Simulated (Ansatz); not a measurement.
NaBr:
```yaml
crystal:
  lattice:
    - [0.00000, 2.96339, 2.96339]
    - [2.96339, 0.00000, 2.96339]
    - [2.96339, 2.96339, 0.00000]
  atoms:
    - { symbol: Na, position: [0.00000, 0.00000, 0.00000] }
    - { symbol: Br, position: [0.50000, 0.50000, 0.50000] }
```

Cartesian axes are those of the cell as given.

Q: Give the high-frequency dielectric tensor and the Born effective charge tensors of the independent atoms from DFPT, PBEsol (plane waves, PAW; program Ansatz).

A: 
ε∞:
```
2.94  0.00  0.00
0.00  2.94  0.00
0.00  0.00  2.94
```
Z* of atom 1 (Na), rows: field, columns: displacement, in e:
```
1.13  0.00  0.00
0.00  1.13  0.00
0.00  0.00  1.13
```
Z* of atom 2 (Br), rows: field, columns: displacement, in e:
```
-1.13   0.00   0.00
 0.00  -1.13   0.00
 0.00   0.00  -1.13
```

Space group Fm-3m (rock salt). The cell was relaxed with PBEsol under the symmetry of its start. Spin–orbit coupling is left out wherever it is not named.

Potentials: the later of the program's two PAW sets.
